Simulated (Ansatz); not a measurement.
**2H-WOS monolayer in a perpendicular field**

Wanted: the out-of-plane response of the 2H-WOS monolayer. A positive field points along +c.

Program: Ansatz 0.2.0. Level of theory: plane-wave DFT, PBE-D3(BJ), Ansatz PAW. Results are calculated unless marked as measured.

## 1. Set-up

The cell holds 3 atoms: 1 S, 1 W and 1 O. Its edges and angles: a = 3.053 Å, b = 3.053 Å, c = 37.022 Å, α = 90.0°, β = 90.0°, γ = 120.0°. Vacuum lies along c.

Structure file:

```cif
data_structure
_symmetry_space_group_name_H-M 'P 1'
_symmetry_Int_Tables_number 1
_cell_length_a 3.0530
_cell_length_b 3.0530
_cell_length_c 37.0222
_cell_angle_alpha 90.000
_cell_angle_beta 90.000
_cell_angle_gamma 120.000
_cell_volume 298.84
loop_
_atom_site_label
_atom_site_type_symbol
_atom_site_fract_x
_atom_site_fract_y
_atom_site_fract_z
_atom_site_occupancy
S1 S 0.33333 0.66667 0.45918 1
W2 W 0.00000 0.00000 0.50813 1
O3 O 0.33333 0.66667 0.54082 1
```

## 2. Relaxation

The starting cell is a guess, so the in-plane lattice and the atoms are relaxed first, with the slab cut off from its images along the normal.

File input.yaml:

```yaml
crystal:
  lattice:
    - [3.052956, 0.0, 0.0]
    - [-1.526478, 2.6439374526, 0.0]
    - [0.0, 0.0, 37.022203859]
  atoms:
    - { symbol: S, position: [0.3333333333, 0.6666666667, 0.4591839012] }
    - { symbol: W, position: [0.0, 0.0, 0.5081319242] }
    - { symbol: O, position: [0.3333333333, 0.6666666667, 0.5408160988] }
  periodic: [true, true, false]
kpoints:
  mp_grid: { grid: [12, 12, 1] }
hamiltonian:
  xc: pbe
  dispersion: d3bj
scf:
  occupations: { method: fermi_dirac, width: 0.05 }
  convergence: { dr2_threshold: 1.0e-09 }
relax:
  f_tol: 0.004
  max_steps: 90
  cell: {}
output:
  write_potential: true
  write_density: true
  volumetric_format: npy
```

On the command line:

```bash
$ ansatz run input.yaml --threads 2 --pin off --max-ram 3072MiB --backend cpu --events-out ev --progress --plain --runs-dir out
```

Numbers of over 12 decimals in the logs are rounded to 6 here.

The program printed:

```text
Warning: relax.cell: scf.convergence.dr2_threshold = 1e-9 eV is looser than the 1.76909956185e-10 eV advised for a relaxation that steers and ends on the stress (1e-10 eV for each atom of the cell: 3, times the square of relax.cell.stress_2d_tol = 0.05 N/m over 13.0 Å (the atoms' height at the walk's start and 5 Å past either face), 3.840e-2 GPa, over a crystal's default 0.05). What an SCF threshold leaves in a stress goes as its square root, and in the free energy as the threshold itself, and one threshold admits the most on a small cell: [figures from the program's tests cut] Set scf.convergence.dr2_threshold to 1.76909956185e-10 eV or tighter. [rest of the remark cut]
Engine: ansatz 0.2.0, aarch64-unknown-linux-gnu
Pseudopotentials: kind: paw
Pseudopotential: S, paw, valence charge 6, recommended cutoff 420 eV (normal), S.paw.azcp
Pseudopotential: W, paw, valence charge 14, recommended cutoff 420 eV (normal), W.paw.azcp
Pseudopotential: O, paw, valence charge 6, recommended cutoff 420 eV (normal), O.paw.azcp
Functional definition: PBE
  parameter kappa = 0.804
  parameter beta = 0.066725
  exchange = pbe_x(kappa = kappa, mu = beta*pi^2/3)
  correlation = pbe_c(beta = beta)
Crystal: 3 atoms, lattice volume = 298.837 Å³
Basis set: ecut = 420 eV, 5811 PW (Γ), exchange–correlation on 48×48×500 points (8 copies of the dense FFT grid, shifted against one another)
Bands: 17, of which v1, the nominal top of the filled ones, is band 13 counted from 1 (12 counted from 0)
Symmetry: 6 space group operations
Space group: P3m1 (ITA 156), of the structure as read, at distance tolerance 6.7e-5 Å
k-points: 19 of 144 (time reversal used)
Non-local potential: S, projectors of the file, l = 0: 2, l = 1: 2, l = 2: 2
Non-local potential: W, projectors of the file, l = 0: 3, l = 1: 2, l = 2: 2, l = 3: 1
Non-local potential: O, projectors of the file, l = 0: 2, l = 1: 2, l = 2: 1
PAW form: soft (Blöchl's): semilocal exchange-correlation on the pseudo side does not see the compensation charge
PAW one-centre angular grid: S, 110 points (default); XC on 64 Gauss nodes
PAW one-centre angular grid: W, 590 points (default); XC on 64 Gauss nodes
PAW one-centre angular grid: O, 110 points (default); XC on 64 Gauss nodes
Initial density: superposition of atomic densities (neutral atoms: chi_scale 0, normalization atom), corrected by the library's trained network
Initial wavefunctions: pseudopotential atomic-orbital guess
Functional: x = pbe(κ = 0.804, μ = 0.219515), c = pbe(β = 0.066725)
SCF iter   1: F=—  HF=-11855.925315 eV  |F-HF|=—  |Δ(HF+E_count)|=         —  Δρ=2.88e-3  dr2=2.74e-2  ethr=1.77e-3  ⟨swp⟩=15.0  Hψ=3132  notcnv=0
preconditioner: auto → Resta (q_TF=auto, 1.816 Å⁻¹)  ε∞=2.0  [insulator: Δε(μ)=1.436 eV  Ē_g=9.228 eV  σ=0.050 eV  W_gap=1.00  n_scr=20 (ndim 8)  ℏωp=9.1 eV  f_vac=0.822  D(μ)=0.00/eV (n_scr^D=0)  ε∞_Penn≈2.0  vacuum switching on, ρ_ref=6.2e-3 e/Å³]
SCF iter   2: F=—  HF=-11855.929261 eV  |F-HF|=—  |Δ(HF+E_count)|=   3.95e-3  Δρ=2.20e-3  dr2=1.96e-2  ethr=1.05e-4  ⟨swp⟩=3.6  Hψ=968  notcnv=0
SCF iter   3: F=—  HF=-11855.929999 eV  |F-HF|=—  |Δ(HF+E_count)|=   7.39e-4  Δρ=1.63e-3  dr2=2.12e-2  ethr=7.54e-5  ⟨swp⟩=3.1  Hψ=678  notcnv=0
SCF iter   4: F=—  HF=-11855.929166 eV  |F-HF|=—  |Δ(HF+E_count)|=   8.33e-4  Δρ=7.28e-4  dr2=3.66e-3  ethr=7.54e-5  ⟨swp⟩=2.4  Hψ=484  notcnv=0
SCF iter   5: F=—  HF=-11855.929097 eV  |F-HF|=—  |Δ(HF+E_count)|=   6.96e-5  Δρ=2.79e-4  dr2=1.48e-4  ethr=1.41e-5  ⟨swp⟩=2.1  Hψ=505  notcnv=0
SCF iter   6: F=—  HF=-11855.929219 eV  |F-HF|=—  |Δ(HF+E_count)|=   1.22e-4  Δρ=7.56e-5  dr2=1.87e-5  ethr=5.71e-7  ⟨swp⟩=3.5  Hψ=720  notcnv=0
SCF iter   7: F=—  HF=-11855.929219 eV  |F-HF|=—  |Δ(HF+E_count)|=   2.99e-7  Δρ=3.38e-5  dr2=6.97e-6  ethr=7.18e-8  ⟨swp⟩=3.7  Hψ=710  notcnv=0
SCF iter   8: F=—  HF=-11855.929217 eV  |F-HF|=—  |Δ(HF+E_count)|=   2.02e-6  Δρ=1.76e-5  dr2=1.66e-6  ethr=2.68e-8  ⟨swp⟩=1.9  Hψ=432  notcnv=0
SCF iter   9: F=—  HF=-11855.929188 eV  |F-HF|=—  |Δ(HF+E_count)|=   2.91e-5  Δρ=3.11e-6  dr2=4.48e-8  ethr=6.40e-9  ⟨swp⟩=3.1  Hψ=572  notcnv=0
SCF iter  10: F=—  HF=-11855.929188 eV  |F-HF|=—  |Δ(HF+E_count)|=   1.24e-8  Δρ=5.25e-7  dr2=1.17e-9  ethr=1.72e-10  ⟨swp⟩=3.2  Hψ=684  notcnv=0
SCF iter  11: F=-11855.929188 eV  HF=-11855.929188 eV  |F-HF|=1.27e-10  |Δ(HF+E_count)|=  2.06e-10  Δρ=2.08e-7  dr2=1.25e-10  ethr=3.85e-12  ⟨swp⟩=14.2  Hψ=2946  notcnv=0
SCF 1 converged in 11 iterations: F = -11855.929188 eV  dr2 = 1.25e-10
  greatest PAW one-centre occupation: 1.000 electrons in one spin orbital (limit 2), on the W atom at site 1 (counted from 0), in its partial waves of l = 0
relax step   1: F+E_penalty+E_count = -11855.92918811 eV  Δ(F+E_penalty+E_count) = +0.000e0 eV  max|allowed force component| = 3.178e0 eV/Å  Δτ_max = 0.0000 Å  P = -8.969 N/m  Ω = 298.837 Å³  fix = [c, alpha, beta]  reactions: c +0.000 N/m  (11 SCF iters, accepted)
Crystal: 3 atoms, lattice volume = 293.851 Å³
Basis set: ecut = 420 eV, 5691 PW (Γ), exchange–correlation on 48×48×500 points (8 copies of the dense FFT grid, shifted against one another)
Initial density: handed on by an earlier stage of this run
Initial wavefunctions: those handed on with the density
iter 1 solved again at ethr=6.48e-4 eV; its pass at ethr=3.10e-3 eV (dr2=1.69e-1 eV) is discarded
SCF iter   1: F=—  HF=-11856.327499 eV  |F-HF|=—  |Δ(HF+E_count)|=         —  Δρ=8.43e-3  dr2=1.85e-1  ethr=6.48e-4  ⟨swp⟩=2.2  Hψ=3514  notcnv=0
eigensolver tolerance schedule calibrated: the retry pair's looser diagonalisation under-reported the residual by θ = 0.09 (0.13/decade); ethr = c·dr2/N_el runs at the constant in force after the calibration composes with the one it found (an armed cap, an earlier calibration), c = 5.9e-2
preconditioner: auto → Resta (q_TF=auto, 1.821 Å⁻¹)  ε∞=1.8  [insulator: Δε(μ)=1.154 eV  Ē_g=10.119 eV  σ=0.050 eV  W_gap=1.00  n_scr=20 (ndim 8)  ℏωp=9.2 eV  f_vac=0.832  D(μ)=0.00/eV (n_scr^D=0)  ε∞_Penn≈1.8  vacuum switching on, ρ_ref=7.4e-3 e/Å³]
SCF iter   2: F=—  HF=-11856.304657 eV  |F-HF|=—  |Δ(HF+E_count)|=   2.28e-2  Δρ=4.22e-3  dr2=1.99e-1  ethr=4.18e-4  ⟨swp⟩=4.8  Hψ=869  notcnv=0
SCF iter   3: F=—  HF=-11856.293079 eV  |F-HF|=—  |Δ(HF+E_count)|=   1.16e-2  Δρ=3.45e-3  dr2=9.90e-2  ethr=4.18e-4  ⟨swp⟩=4.2  Hψ=792  notcnv=0
SCF iter   4: F=—  HF=-11856.283289 eV  |F-HF|=—  |Δ(HF+E_count)|=   9.79e-3  Δρ=1.60e-3  dr2=1.87e-2  ethr=2.24e-4  ⟨swp⟩=2.4  Hψ=459  notcnv=0
SCF iter   5: F=—  HF=-11856.282147 eV  |F-HF|=—  |Δ(HF+E_count)|=   1.14e-3  Δρ=3.95e-4  dr2=3.98e-4  ethr=4.24e-5  ⟨swp⟩=3.2  Hψ=653  notcnv=0
[...]
SCF iter   3: F=—  HF=-11856.370624 eV  |F-HF|=—  |Δ(HF+E_count)|=   1.79e-3  Δρ=1.69e-3  dr2=4.06e-2  ethr=7.66e-5  ⟨swp⟩=3.7  Hψ=712  notcnv=0
SCF iter   4: F=—  HF=-11856.366648 eV  |F-HF|=—  |Δ(HF+E_count)|=   3.98e-3  Δρ=3.87e-4  dr2=3.60e-4  ethr=7.66e-5  ⟨swp⟩=2.5  Hψ=598  notcnv=0
SCF iter   5: F=—  HF=-11856.366703 eV  |F-HF|=—  |Δ(HF+E_count)|=   5.50e-5  Δρ=1.91e-4  dr2=9.34e-5  ethr=1.38e-6  ⟨swp⟩=4.1  Hψ=819  notcnv=0
SCF iter   6: F=—  HF=-11856.366672 eV  |F-HF|=—  |Δ(HF+E_count)|=   3.10e-5  Δρ=6.14e-5  dr2=6.26e-6  ethr=3.59e-7  ⟨swp⟩=3.0  Hψ=610  notcnv=0
SCF iter   7: F=—  HF=-11856.366678 eV  |F-HF|=—  |Δ(HF+E_count)|=   6.12e-6  Δρ=1.46e-5  dr2=4.70e-7  ethr=2.41e-8  ⟨swp⟩=2.9  Hψ=657  notcnv=0
SCF iter   8: F=—  HF=-11856.366641 eV  |F-HF|=—  |Δ(HF+E_count)|=   3.70e-5  Δρ=1.99e-6  dr2=1.21e-8  ethr=1.81e-9  ⟨swp⟩=3.2  Hψ=662  notcnv=0
SCF iter   9: F=-11856.366641 eV  HF=-11856.366641 eV  |F-HF|=7.79e-10  |Δ(HF+E_count)|=   1.49e-8  Δρ=5.47e-7  dr2=4.62e-10  ethr=3.85e-12  ⟨swp⟩=12.3  Hψ=3400  notcnv=0
SCF 3 converged in 9 iterations: F = -11856.366641 eV  dr2 = 4.62e-10
relax step   3: F+E_penalty+E_count = -11856.36664082 eV  Δ(F+E_penalty+E_count) = -8.449e-2 eV  max|allowed force component| = 4.043e-1 eV/Å  Δτ_max = 0.0834 Å  P = -0.029 N/m  Ω = 285.043 Å³  energy of the carried Pulay correction = +3.998e-3 eV  fix = [c, alpha, beta]  reactions: c -0.000 N/m  (9 SCF iters, accepted)
[...]
relax step   4: F+E_penalty+E_count = -11856.37213139 eV  Δ(F+E_penalty+E_count) = -5.491e-3 eV  max|allowed force component| = 5.547e-2 eV/Å  Δτ_max = 0.0176 Å  P = -0.142 N/m  Ω = 286.730 Å³  energy of the carried Pulay correction = +3.499e-3 eV  fix = [c, alpha, beta]  reactions: c -0.000 N/m  (9 SCF iters, accepted)
[...]
relax step   5: F+E_penalty+E_count = -11856.37229107 eV  Δ(F+E_penalty+E_count) = -1.597e-4 eV  max|allowed force component| = 6.916e-3 eV/Å  Δτ_max = 0.0012 Å  P = +0.033 N/m  Ω = 286.450 Å³  energy of the carried Pulay correction = +3.582e-3 eV  fix = [c, alpha, beta]  reactions: c +0.000 N/m  (7 SCF iters, accepted)
[...]
relax step   6: F+E_penalty+E_count = -11856.37227367 eV  Δ(F+E_penalty+E_count) = +1.740e-5 eV  max|allowed force component| = 1.251e-3 eV/Å  Δτ_max = 0.0001 Å  P = -0.004 N/m  Ω = 286.517 Å³  energy of the carried Pulay correction = +3.562e-3 eV  fix = [c, alpha, beta]  reactions: c -0.000 N/m  (6 SCF iters, accepted)
[...]
relax step   7: F+E_penalty+E_count = -11856.36953139 eV  Δ(F+E_penalty+E_count) = +2.742e-3 eV  max|allowed force component| = 9.249e-4 eV/Å  Δτ_max = 0.0000 Å  P = -0.076 N/m  Ω = 286.517 Å³  fix = [c, alpha, beta]  reactions: c -0.000 N/m  stress off target by 7.60e-2 N/m on what of the cell is left free  SCF on the basis re-selected at this cell (its energy is not comparable with the rows above)  (7 SCF iters)
[...]
relax step   8: F+E_penalty+E_count = -11856.36959161 eV  Δ(F+E_penalty+E_count) = -6.022e-5 eV  max|allowed force component| = 3.794e-4 eV/Å  Δτ_max = 0.0003 Å  P = -0.000 N/m  Ω = 286.348 Å³  energy of the carried Pulay correction = +4.957e-5 eV  fix = [c, alpha, beta]  reactions: c -0.000 N/m  (7 SCF iters, accepted)
iter 1 solved again at ethr=2.18e-7 eV; its pass at ethr=3.10e-3 eV (dr2=5.66e-5 eV) is discarded
SCF iter   1: F=—  HF=-11856.369588 eV  |F-HF|=—  |Δ(HF+E_count)|=         —  Δρ=2.03e-6  dr2=4.64e-9  ethr=2.18e-7  ⟨swp⟩=6.9  Hψ=5216  notcnv=0
eigensolver tolerance schedule: the retry pair's looser diagonalisation over-reported the residual by 12197.68 of it (diagonalisation noise at 6.01 of the residual, at the tolerance the schedule requests for it); recorded, not acted on — ethr = c·dr2/N_el stays at c = 1.0e-1
preconditioner: auto → Resta (q_TF=auto, 1.829 Å⁻¹)  ε∞=1.8  [insulator: Δε(μ)=1.668 eV  Ē_g=10.115 eV  σ=0.050 eV  W_gap=1.00  n_scr=20 (ndim 8)  ℏωp=9.3 eV  f_vac=0.827  D(μ)=0.00/eV (n_scr^D=0)  ε∞_Penn≈1.8  vacuum switching on, ρ_ref=7.4e-3 e/Å³]
SCF iter   2: F=—  HF=-11856.369538 eV  |F-HF|=—  |Δ(HF+E_count)|=   4.94e-5  Δρ=1.79e-6  dr2=1.79e-8  ethr=1.79e-11  ⟨swp⟩=7.2  Hψ=1442  notcnv=0
SCF iter   3: F=—  HF=-11856.369538 eV  |F-HF|=—  |Δ(HF+E_count)|=   1.79e-9  Δρ=7.24e-7  dr2=1.38e-9  ethr=1.79e-11  ⟨swp⟩=3.2  Hψ=554  notcnv=0
SCF iter   4: F=-11856.369538 eV  HF=-11856.369538 eV  |F-HF|=2.09e-10  |Δ(HF+E_count)|=  3.64e-11  Δρ=4.39e-7  dr2=4.92e-10  ethr=3.85e-12  ⟨swp⟩=18.7  Hψ=3240  notcnv=0
SCF 9 converged in 4 iterations: F = -11856.369538 eV  dr2 = 4.92e-10
relax step   9: F+E_penalty+E_count = -11856.36953833 eV  Δ(F+E_penalty+E_count) = +5.328e-5 eV  max|allowed force component| = 3.963e-4 eV/Å  Δτ_max = 0.0000 Å  P = -0.001 N/m  Ω = 286.348 Å³  fix = [c, alpha, beta]  reactions: c -0.000 N/m  stress off target by 1.14e-3 N/m on what of the cell is left free  SCF on the basis re-selected at this cell (its energy is not comparable with the rows above)  (4 SCF iters)
basis re-selected at this cell: Δ(F+E_penalty+E_count) = +5.328e-5 eV, ΔP = -0.001 N/m vs the last step (what re-selecting the basis moved, of the pressure what is left beyond the Pulay correction that the steps carried, after the strain that the cell walked since its last selection, with what the two solves' SCF thresholds leave and, on support functions, any second-order correction that the steps lacked; it is no m [...]
SCF converged after 4 iterations
Free energy (F): -11856.369538 eV
Harris-Foulkes:  -11856.369538 eV  (|F-HF|=2.09e-10)
Internal energy: -11856.369538 eV  (E = F + TS)
E sigma→0 (E₀):  -11856.369538 eV
Fermi energy:    -4.834307 eV
--- Per-component energies (eV) ---
  E_band       = -656.199272
  E_kinetic    = 733.550571
  E_local      = -64635.146831  (includes V_loc(G=0)·N_el)
  E_nonlocal   = 76.088265
  E_hartree    = 31877.723709
  E_xc         = -438.387743
  E_vxc        = -421.105447  (∫ρ·V_xc dr)
  E_paw        = -9320.260848  (= ΣΔE_a)
  E_vpaw       = -165.033478  (= ΣTr[D̂ρ^β])
  E_aug_tail   = 0.002373  (compensation charges beyond the density's cutoff)
  E_ewald      = 29850.757296
  E_disp       = -0.696329  (pairwise vdW)
  E_smearing   = -0.000000  (= −TS)
  E_closure    = -0.000000  (closes the sum)
  Σ components = -11856.369538   (vs F -11856.369538, Δ=0.00e0)
--- Forces (eV/Å), atoms counted from 1 ---
  atom   1  S      0.00000000     0.00000000     0.00018087
  atom   2  W      0.00000000    -0.00000000     0.00021965
  atom   3  O      0.00000000    -0.00000000    -0.00039418
  max |Σ_I F_I| component: 6.34e-6 eV/Å
--- 2D stress c σ (N/m, compression-positive) ---
       -0.001136       0.000000       0.000000
       -0.000000      -0.001136       0.000000
        0.000000       0.000000      -0.000000
  P = ½ c Tr σ = -0.0011 N/m
--- Band table (eV; the first three rows and the last of 19) ---
  k-point 0: bands = [... 9 lower, -9.1619, -7.8013, -7.8013, -5.6558, -3.2477, -3.2477, -2.6886, -2.6886]
  k-point 1: bands = [... 9 lower, -9.1506, -8.0553, -7.9117, -5.7793, -3.3671, -3.2441, -2.8883, -2.5395]
  k-point 2: bands = [... 9 lower, -9.4703, -8.4064, -8.1146, -6.2244, -3.5636, -3.2817, -2.9707, -2.1079]
  k-point 18: bands = [... 9 lower, -10.6558, -9.8382, -8.8622, -6.5585, -3.9874, -2.4775, -1.5641, -0.7760]
  the weakly bound empty levels are not read free of the cell's end (no_gap_told)
--- Relaxed structure (7 steps of the walk, 7 accepted, 2 SCFs on fresh bases) ---
  F+E_penalty+E_count = -11856.36953833 eV   max|allowed force component| = 3.963e-4 eV/Å   (the final SCF, on the basis selected at the relaxed cell)
  cell:  # Å, volume = 286.3479 Å³
    - [2.988481, 0, 0]
    - [-1.494241, 2.588101, 0]
    - [0, 0, 37.022203859]
  atoms:
    - { symbol: S, position: [0.333333, 0.666667, 0.462699] }
    - { symbol: W, position: [0, -3.700743415524894e-17, 0.506920] }
    - { symbol: O, position: [0.333333, 0.666667, 0.538513] }
```

Wall time 44 s (2 threads of Arm Neoverse V2, shared host); peak memory 0.51 GiB; 86 s of CPU time.

Step by step:

| step | energy less that of the first step (eV) | largest force component (eV/Å) | volume (Å³) |
| --- | --- | --- | --- |
| 1 | 0.0000 | 3.1779 | 298.84 |
| 2 | -0.3530 | 1.8002 | 293.85 |
| 3 | -0.4375 | 0.4043 | 285.04 |
| 4 | -0.4429 | 0.0555 | 286.73 |
| 5 | -0.4431 | 0.0069 | 286.45 |
| 6 | -0.4431 | 0.0013 | 286.52 |
| 7* | -0.4403 | 0.0009 | 286.52 |
| 8 | -0.4404 | 0.0004 | 286.35 |
| 9* | -0.4404 | 0.0004 | 286.35 |

Relaxation steps marked * repeat the geometry before them on a plane-wave basis chosen anew for their cell, so energy and pressure can jump there.

Forces are held to the 6 operations that the run works with; a distortion that breaks them can't arise in this run.

| cell as run | before | after | change |
| --- | --- | --- | --- |
| a (Å) | 3.053 | 2.988 | -2.1 % |
| b (Å) | 3.053 | 2.988 | -2.1 % |

The atoms that moved most (Å, along periodic axes as changes of fractional coordinates times the final cell, across vacuum about the mean position):

| atom | dx | dy | dz | length |
| --- | --- | --- | --- | --- |
| S1 | 0.000 | 0.000 | 0.130 | 0.130 |
| O3 | 0.000 | 0.000 | -0.085 | 0.085 |
| W2 | 0.000 | 0.000 | -0.045 | 0.045 |

The relaxed structure:

```xyz
3
Lattice="2.9885 0.0000 0.0000 -1.4942 2.5881 0.0000 0.0000 0.0000 37.0222" Properties=species:S:1:pos:R:3
S     0.0000    1.7254   17.1301
W     0.0000    0.0000   18.7673
O     0.0000    1.7254   19.9369
```

The lattice constant a goes from 3.053 to 2.988 Å.

(Part 1 of 2 ends here.)

[Logs are printed without paths, hosts, clocks, repeated set-up lines and the standing remarks that a program may print on its own settings, such as how far it seeks lower states.]

[Hosts, paths, dates, database ids (printed as entryN), source tags and the programs' standing remarks are cut or masked in the printed files.]

[Maps of the electrostatic potential energy from Ansatz leave out the sawtooth potential of an applied field or a dipole correction, so their vacuum need not be flat; planar profiles and work functions include it.]
